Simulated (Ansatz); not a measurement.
CaF₂, space group Fm-3m, an all-electron equation of state

Program: the Python package of Ansatz (0.2.0).

Run as a notebook:

```python
import ansatz as az
from ase.eos import EquationOfState
from ase.units import GPa
import numpy as np
```

```python
vectors0 = np.array([
    [0.0, 2.731, 2.731],
    [2.731, 0.0, 2.731],
    [2.731, 2.731, 0.0],
])
sites = [
    ("Ca", [0.0, 0.0, 0.0]),
    ("F", [0.25, 0.25, 0.25]),
    ("F", [0.75, 0.75, 0.75]),
]
```

```python
def crystal_on(cell):
    crystal = az.Crystal(lattice=az.Lattice.of(cell))
    for symbol, position in sites:
        crystal = crystal.atom(symbol, position)
    return crystal
```

```python
volumes, energies = [], []
for scale in np.linspace(0.94, 1.06, 5):
    cell = vectors0 * scale ** (1 / 3)
    calc = (
        crystal_on(cell).calculation()
        .functional(az.Functional.PBESOL)
        .occupations(az.OccupationsMethod.FIXED)
        .kpoints(6, 6, 6)
        .pseudopotentials("all_electron", lapw=True)
    )
    summary = calc.run(threads=1).report
    volumes.append(abs(np.linalg.det(cell)) / len(sites))
    energies.append(summary["free_energy_ev"] / len(sites))
    print(f"{scale:.3f} {volumes[-1]:9.4f} A^3/atom {energies[-1]:16.5f} eV/atom  (estimated basis error {1000 * summary['lapw_basis_errors']['total_ev_per_atom']:.2f} meV/atom)")
v0, e0, bulk = EquationOfState(volumes, energies, eos="birchmurnaghan").fit()
print(f"V0 = {v0:.4f} A^3/atom, B0 = {bulk / GPa:.1f} GPa")
```

    0.940   12.7644 A^3/atom      -7973.11694 eV/atom  (estimated basis error 0.14 meV/atom)
    0.970   13.1718 A^3/atom      -7973.12234 eV/atom  (estimated basis error 0.13 meV/atom)
    1.000   13.5792 A^3/atom      -7973.12069 eV/atom  (estimated basis error 0.13 meV/atom)
    1.030   13.9866 A^3/atom      -7973.11308 eV/atom  (estimated basis error 0.13 meV/atom)
    1.060   14.3939 A^3/atom      -7973.10046 eV/atom  (estimated basis error 0.13 meV/atom)
    V0 = 13.2707 A^3/atom, B0 = 86.5 GPa

A third-order Birch-Murnaghan fit through the 5 points has its minimum at 13.27 Å³ an atom, 2.3 % below the typed cell, with a bulk modulus of 87 GPa and dB/dP = 4.6. From that minimum the energy rises by 5.6 meV an atom on the compressed side and 22.1 meV on the expanded side.

Notes:
- All-electron totals depend on functional, relativistic treatment and basis; only differences at equal settings carry meaning.
- The starting cell is as deposited in a crystallographic database; the results hold for this polymorph, which needn't be the stable one.
- Timing: 25 s on 1 thread of Intel(R) Xeon(R) Processor @ 2.30GHz, with other jobs on the host, peak memory 0.43 GiB.
